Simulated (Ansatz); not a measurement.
# Relaxing Al2Pt

Theory: Ansatz 0.2.0, DFT PBEsol, scalar-relativistic, plane waves, PAW. (420 eV cutoff, 8×8×6 k-mesh, Gaussian smearing of 0.10 eV, no spin polarisation)

What was changed: biaxial strain in the a-b plane, c and atoms relaxed: -1.5 %.

Spin–orbit coupling is left out, which can shift energies with elements as heavy as these.

Command:

```bash
ansatz run input.yaml --threads 1 --pin off --max-ram 2560MiB --backend cpu --events-out ev --progress --plain --runs-dir out
```

Input:

```yaml
crystal:
  lattice:
    - [2.9040334351, 2.9040334351, 0.0]
    - [-2.9040334351, 2.9040334351, 0.0]
    - [0.0, 0.0, 5.9495832204]
  atoms:
    - { symbol: Al, position: [0.0, 0.5, 0.75] }
    - { symbol: Al, position: [0.5, 0.0, 0.75] }
    - { symbol: Al, position: [0.5, 0.0, 0.25] }
    - { symbol: Al, position: [0.0, 0.5, 0.25] }
    - { symbol: Pt, position: [0.0, 0.0, 0.0] }
    - { symbol: Pt, position: [0.5, 0.5, 0.5] }
basis:
  ecutwfc: 420
kpoints:
  mp_grid: { grid: [8, 8, 6] }
hamiltonian:
  xc: pbesol
scf:
  occupations: { method: gaussian, width: 0.1 }
output:
  forces: true
  stress: true
  eigenvalues: true
relax:
  adjacent_minimum: "off"
  f_tol: 0.008
  max_steps: 40
  cell: { stress_tol: 0.015, fix: [a, b, gamma] }
```

F is the free energy. Steps run on the plane waves of an earlier cell, but the last one, and at times one on the way, on a freshly chosen basis, so a repeated geometry can differ a little in energy. The held parts of the cell keep their stress, so P needn't end at zero.

Steps:

| step | F − F(1) (eV) | largest force component (eV/Å) | V (Å³/atom) | P (GPa) |
| --- | --- | --- | --- | --- |
| 1 | 0.0000 | 0.000 | 16.725 | 3.11 |
| 2 | -0.0067 | 0.000 | 16.930 | 1.29 |
| 3 | -0.0069 | 0.000 | 16.907 | 1.49 |
| 4 | -0.0073 | 0.000 | 16.907 | 1.49 |

Relaxed structure:

```
CELL_PARAMETERS angstrom
2.90403 2.90403 0.00000
-2.90403 2.90403 0.00000
0.00000 0.00000 6.01446
ATOMIC_POSITIONS crystal
Al 0.00000 0.50000 0.75000
Al 0.50000 0.00000 0.75000
Al 0.50000 0.00000 0.25000
Al 0.00000 0.50000 0.25000
Pt 0.00000 0.00000 0.00000
Pt 0.50000 0.50000 0.50000
```

The structure is tetragonal, space group I4/mmm (No. 139). The conventional cell has a = 4.107 Å, b = 4.107 Å, c = 6.014 Å, α = 90.00°, β = 90.00°, γ = 90.00°. Al (site symmetry -4m2) is surrounded by 4 Pt at 2.55 Å and 4 Al at 2.90 Å. Pt (site symmetry 4/mmm) is surrounded by 8 Al at 2.55 Å.

The run converged. Time: 39 s on 1 thread of Arm Neoverse V1, with other jobs on the host, peak memory 0.44 GiB.